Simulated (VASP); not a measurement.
# Bi (P6_3/mmc) in VASP: single point with PBE

Aim: the single point of Bi with PBE.

All numbers are computed with VASP 6.6.1; they aren't measurements. Logs are shortened: lines on timing, memory, paths and dates and some standing lists are left out, and cuts for length are marked.

### 1 The crystal as given

It takes space group P6_3/mmc (No. 194, hexagonal). Conventional cell: a = 4.539 Å, b = 4.539 Å, c = 11.829 Å, α = 90.00°, β = 90.00°, γ = 120.00°.

This isn't the form of Bi at room conditions, which is rhombohedral.

### 2 Single point, PBE

The input, INCAR:

```
SYSTEM = Bi
PREC = Accurate
ENCUT = 520
EDIFF = 1E-6
ISMEAR = -1
SIGMA = 0.08
LREAL = .False.
LASPH = .True.
NELM = 100
ALGO = Normal
ISIF = 2
LWAVE = .False.
LCHARG = .True.
GGA = PE
LELF = .True.
LVHAR = .True.
NBANDS = 22
```

The input, KPOINTS:

```
regular mesh
0
Gamma
  9 9 3
  0 0 0
```

The input, POSCAR:

```
Bi
1.0
    4.5390002997      0.0000000000      0.0000000000
   -2.2695001499      3.9308895674      0.0000000000
    0.0000000000      0.0000000000     11.8290000000
Bi
2
Direct
    0.3333333333      0.6666666667      0.2500000000
    0.6666666667      0.3333333333      0.7500000000
```

Potentials or basis: VASP PAW PBE potentials, release 64 (Bi_d).

Command:

```bash
$ cat potpaw_PBE.64/Bi_d/POTCAR > POTCAR
$ mpirun -np 1 vasp_std > vasp.out
```

OUTCAR:

```text
SYSTEM = Bi
   PREC = Accurate
   ENCUT = 520
   EDIFF = 1E-6
   ISMEAR = -1
   LREAL = .False.
   LASPH = .True.
   NELM = 100
   ISIF = 2
   GGA = PE

 ion  position               nearest neighbor table
   1  0.333  0.667  0.250-
   2  0.667  0.333  0.750-

  LATTYP: Found a hexagonal cell.
 ALAT       =     4.5390002997
 C/A-ratio  =     2.6060804624

  Lattice vectors:

 A1 = (   4.5390002997,   0.0000000000,   0.0000000000)
 A2 = (  -2.2695001499,   3.9308895674,   0.0000000000)
 A3 = (   0.0000000000,   0.0000000000,  11.8290000000)

Analysis of symmetry for initial positions (statically):
=====================================================================
 Subroutine PRICEL returns:
 Original cell was already a primitive cell.

 Routine SETGRP: Setting up the symmetry group for a
 hexagonal supercell.

 Subroutine GETGRP returns: Found 24 space group operations
 (whereof 12 operations were pure point group operations)
 out of a pool of 24 trial point group operations.

The static configuration has the point symmetry D_3d.
 The point group associated with its full space group is D_6h.

Analysis of symmetry for dynamics (positions and initial velocities):
=====================================================================
 Subroutine PRICEL returns:
 Original cell was already a primitive cell.

 Routine SETGRP: Setting up the symmetry group for a
 hexagonal supercell.

 Subroutine GETGRP returns: Found 24 space group operations
 (whereof 12 operations were pure point group operations)
 out of a pool of 24 trial point group operations.

The dynamic configuration has the point symmetry D_3d.
 The point group associated with its full space group is D_6h.

 Subroutine INISYM returns: Found 24 space group operations
 (whereof 12 operations are pure point group operations),
 and found     1 'primitive' translations

----------------------------------------------------------------------------------------

                                     Primitive cell

  volume of cell :     211.0567

  direct lattice vectors                    reciprocal lattice vectors
     4.539000300  0.000000000  0.000000000     0.220312830  0.127197672  0.000000000
    -2.269500150  3.930889567  0.000000000     0.000000000  0.254395343  0.000000000
     0.000000000  0.000000000 11.829000000     0.000000000  0.000000000  0.084538000

  length of vectors
     4.539000300  4.539000300 11.829000000     0.254395343  0.254395343  0.084538000

  position of ions in fractional coordinates (direct lattice)
     0.333333333  0.666666667  0.250000000
     0.666666667  0.333333333  0.750000000

  ion indices of the primitive-cell ions
   primitive index   ion index
                 1           1
                 2           2

----------------------------------------------------------------------------------------

 KPOINTS: regular mesh

Automatic generation of k-mesh.
 Grid dimensions read from file:
 generate k-points for:    9    9    3

 Generating k-lattice:

  Cartesian coordinates                     Fractional coordinates (reciprocal lattice)
     0.024479203  0.014133075  0.000000000     0.111111111 -0.000000000  0.000000000
     0.000000000  0.028266149  0.000000000     0.000000000  0.111111111  0.000000000
     0.000000000  0.000000000  0.028179333     0.000000000  0.000000000  0.333333333

  Length of vectors
     0.028266149  0.028266149  0.028179333

  Shift w.r.t. Gamma in fractional coordinates (k-lattice)
     0.000000000  0.000000000  0.000000000

 Subroutine IBZKPT returns following result:
 ===========================================

 Found     24 irreducible k-points:

 Following reciprocal coordinates:
            Coordinates               Weight
  0.000000  0.000000  0.000000      1.000000
  0.111111  0.000000  0.000000      6.000000
  0.222222  0.000000  0.000000      6.000000
  0.333333  0.000000  0.000000      6.000000
  0.444444  0.000000  0.000000      6.000000
  0.111111  0.111111  0.000000      6.000000
[... 16 lines left out ...]
  0.333333  0.222222  0.333333     24.000000
  0.333333  0.333333  0.333333      4.000000
   k-points           NKPTS =     24   k-points in BZ     NKDIM =     24   number of bands    NBANDS=     22
   number of dos      NEDOS =    301   number of ions     NIONS =      2
   total plane-waves  NPLWV = 116640
   dimension x,y,z NGX =    36 NGY =   36 NGZ =   90
   dimension x,y,z NGXF=    72 NGYF=   72 NGZF=  180
   ions per type =               2
   NGX,Y,Z   is equivalent  to a cutoff of  13.19, 13.19, 12.65 a.u.
   NGXF,Y,Z  is equivalent  to a cutoff of  26.37, 26.37, 25.30 a.u.
 SYSTEM =  Bi
   PREC   = accura    normal or accurate (medium, high low for compatibility)
   ISTART =      0    job   : 0-new  1-cont  2-samecut
   ICHARG =      2    charge: 1-file 2-atom 10-const
   ISPIN  =      1    spin polarized calculation?
   LNONCOLLINEAR =      F non collinear calculations
   LSORBIT =      F    spin-orbit coupling
   LASPH  =      T    aspherical Exc in radial PAW
   ENCUT  =  520.0 eV  38.22 Ry    6.18 a.u.   8.44  8.44 21.99*2*pi/ulx,y,z
   NELM   =    100;   NELMIN=  2; NELMDL= -5     # of ELM steps
   EDIFF  = 0.1E-05   stopping-criterion for ELM
   LREAL  =      F    real-space projection
   EDIFFG = 0.1E-04   stopping-criterion for IOM
   NSW    =      0    number of steps for IOM
   IBRION =     -1    ionic relax: 0-MD 1-quasi-New 2-CG
   NFREE  =      0    steps in history (QN), initial steepest desc. (CG)
   ISIF   =      2    stress and relaxation
   ISYM   =      2    0-nonsym 1-usesym 2-fastsym
   POTIM  = 0.5000    time-step for ionic-motion
   TEBEG  =    0.0;   TEEND  =   0.0 temperature during run
   PSTRESS=    0.0 pullay stress
   NELECT =      30.0000    total number of electrons
   NUPDOWN=      -1.0000    fix difference up-down
   EMIN   =  10.00;   EMAX   =-10.00  energy-range for DOS
   EFERMI =   0.00;   METHOD = LEGACY
   ISMEAR =    -1;   SIGMA  =   0.08  broadening in eV -4-tet -1-fermi 0-gaus
   EFERMI_NEDOS =   21; number of points for ismear=-14 and -15
   IALGO  =     38    algorithm
   IMIX   =      4    mixing-type and parameters
     AMIX     =   0.40;   BMIX     =  1.00
     AMIX_MAG =   1.60;   BMIX_MAG =  1.00
  volume/ion in A,a.u.               =     105.53       712.14
  Fermi-wavevector in a.u.,A,eV,Ry     =   0.854376  1.614536  9.931679  0.729958
  Thomas-Fermi vector in A             =   1.970962
   LORBIT       =      0    0 simple, 1 ext, 2 COOP (PROOUT), +10 PAW based schemes
   GGA     = PE    functional components
   LHFCALC =     F    Hartree Fock is set to
   AEXX    =    0.0000 exact exchange contribution
   IVDW    =     0    specifies the selected vdW correction
   LEPSILON=     F    determine dielectric tensor
   LRPA    =     F    only Hartree local field effects (RPA)
 non-spin polarized calculation
  energy-cutoff  :      520.00
  volume of cell :      211.06
 maximum number of plane-waves:      5785
 NGX is ok and might be reduce to    36
   NGX = 17   NGY = 17   NGZ = 43

 number of electron      29.9999990 magnetization

 Free energy of the ion-electron system (eV)
  ---------------------------------------------------
  ext. energy  EPLUGINS =         0.00000000
  ---------------------------------------------------
  free energy    TOTEN  =        -3.28916168 eV

  energy without entropy =       -3.13377622  energy(sigma->0) =       -3.21146895

 E-fermi :  -1.0406     XC(G=0):  -5.3103

 val. band max:       -1.0624859448   @ k =   0.2222   0.2222   0.3333
 cond. band min:      -1.0360665323   @ k =   0.3333   0.1111   0.3333
 fundamental gap:      0.0264194125
 Fermi energy:        -1.0405666616

 k-point     1 :       0.0000    0.0000    0.0000
  band No.  band energies     occupation
      1     -23.8706      2.00000
      2     -23.8706      2.00000
      3     -23.8706      2.00000
      4     -23.8706      2.00000
      5     -23.8554      2.00000
      6     -23.8554      2.00000
[... 14 lines left out ...]
     21       4.6398      0.00000
     22       4.8736      0.00000

 k-point     2 :       0.1111    0.0000    0.0000
  band No.  band energies     occupation
      1     -23.8705      2.00000
      2     -23.8705      2.00000
      3     -23.8697      2.00000
      4     -23.8697      2.00000
      5     -23.8556      2.00000
      6     -23.8556      2.00000
[... 14 lines left out ...]
     21       4.8273      0.00000
     22       5.0536      0.00000

 k-point     3 :       0.2222    0.0000    0.0000
  band No.  band energies     occupation
      1     -23.8706      2.00000
      2     -23.8706      2.00000
      3     -23.8676      2.00000
      4     -23.8676      2.00000
      5     -23.8563      2.00000
      6     -23.8563      2.00000
[... 14 lines left out ...]
     21       4.7260      0.00000
     22       5.2928      0.00000

 k-point     4 :       0.3333    0.0000    0.0000
  band No.  band energies     occupation
      1     -23.8707      2.00000
      2     -23.8707      2.00000
      3     -23.8652      2.00000
      4     -23.8651      2.00000
      5     -23.8572      2.00000
      6     -23.8571      2.00000
[... 14 lines left out ...]
     21       4.4580      0.00000
     22       4.9685      0.00000

 k-point     5 :       0.4444    0.0000    0.0000
  band No.  band energies     occupation
      1     -23.8708      2.00000
      2     -23.8708      2.00000
      3     -23.8636      2.00000
      4     -23.8636      2.00000
      5     -23.8577      2.00000
      6     -23.8577      2.00000
[... 14 lines left out ...]
     21       4.1836      0.00000
     22       4.5544      0.00000

 k-point     6 :       0.1111    0.1111    0.0000
  band No.  band energies     occupation
      1     -23.8704      2.00000
      2     -23.8704      2.00000
      3     -23.8684      2.00000
      4     -23.8684      2.00000
      5     -23.8561      2.00000
      6     -23.8561      2.00000
[... 14 lines left out ...]
     21       4.8806      0.00000
     22       5.6818      0.00000

 k-point     7 :       0.2222    0.1111    0.0000
  band No.  band energies     occupation
      1     -23.8702      2.00000
      2     -23.8702      2.00000
      3     -23.8664      2.00000
      4     -23.8664      2.00000
      5     -23.8568      2.00000
      6     -23.8568      2.00000
[... 324 lines left out ...]
      6     -23.8574      2.00000
[... 14 lines left out ...]
     21       4.8115      0.00000
     22       5.0098      0.00000

 k-point    21 :       0.4444    0.1111    0.3333
  band No.  band energies     occupation
      1     -23.8701      2.00000
      2     -23.8701      2.00000
      3     -23.8638      2.00000
      4     -23.8638      2.00000
      5     -23.8577      2.00000
      6     -23.8577      2.00000
[... 14 lines left out ...]
     21       4.6687      0.00000
     22       4.8745      0.00000

 k-point    22 :       0.2222    0.2222    0.3333
  band No.  band energies     occupation
      1     -23.8692      2.00000
      2     -23.8692      2.00000
      3     -23.8655      2.00000
      4     -23.8655      2.00000
      5     -23.8572      2.00000
      6     -23.8572      2.00000
[... 14 lines left out ...]
     21       5.4354      0.00000
     22       5.7616      0.00000

 k-point    23 :       0.3333    0.2222    0.3333
  band No.  band energies     occupation
      1     -23.8684      2.00000
      2     -23.8684      2.00000
      3     -23.8650      2.00000
      4     -23.8650      2.00000
      5     -23.8574      2.00000
      6     -23.8574      2.00000
[... 14 lines left out ...]
     21       5.1140      0.00000
     22       5.5452      0.00000

 k-point    24 :       0.3333    0.3333    0.3333
  band No.  band energies     occupation
      1     -23.8664      2.00000
      2     -23.8664      2.00000
      3     -23.8664      2.00000
      4     -23.8664      2.00000
      5     -23.8571      2.00000
      6     -23.8570      2.00000
[... 14 lines left out ...]
     21       4.5367      0.00000
     22       5.0551      0.00000

------------------------ aborting loop because EDIFF is reached ----------------------------------------

  FORCE on cell =-STRESS in cart. coord.  units (eV):
  Direction    XX          YY          ZZ          XY          YZ          ZX
  --------------------------------------------------------------------------------------
  -------------------------------------------------------------------------------------
  Total       -6.1022416     -6.1022416     -0.4261733      0.0000000      0.0000000      0.0000000
  in kB      -46.3234501    -46.3234501     -3.2351745      0.0000000      0.0000000      0.0000000
  external PRESSURE =     -31.9606915 kB  Pullay stress =       0.0000000 kB

 VOLUME and BASIS-vectors are now :
 -----------------------------------------------------------------------------
  energy-cutoff  :      520.00
  volume of cell :      211.06
      direct lattice vectors                 reciprocal lattice vectors
     4.539000300  0.000000000  0.000000000     0.220312830  0.127197672  0.000000000
    -2.269500150  3.930889567  0.000000000     0.000000000  0.254395343  0.000000000
     0.000000000  0.000000000 11.829000000     0.000000000  0.000000000  0.084538000

 POSITION                                       TOTAL-FORCE (eV/Angst)
 -----------------------------------------------------------------------------------
     -0.00000      2.62059      2.95725         0.000000      0.000000      0.000000
      2.26950      1.31030      8.87175        -0.000000     -0.000000      0.000000
 -----------------------------------------------------------------------------------
    total drift:                                0.000000     -0.000000      0.000000

  FREE ENERGIE OF THE ION-ELECTRON SYSTEM (eV)
  ---------------------------------------------------
  free  energy   TOTEN  =        -3.2891616829 eV

  energy  without entropy=       -3.1337762197  energy(sigma->0) =       -3.21146895
```

It took 38 s on 1 thread of Intel Xeon 6975P-C (Granite Rapids), shared host; peak memory 0.36 GiB.

Results:

| Quantity | Value |
| --- | --- |
| Free energy | -3.2892 eV |
| Pressure | -3.2 GPa |
| Band gap on the k mesh | none (metal or under the smearing width) |

Caveat: spin-orbit coupling is left out, which moves the levels of the heavy elements.
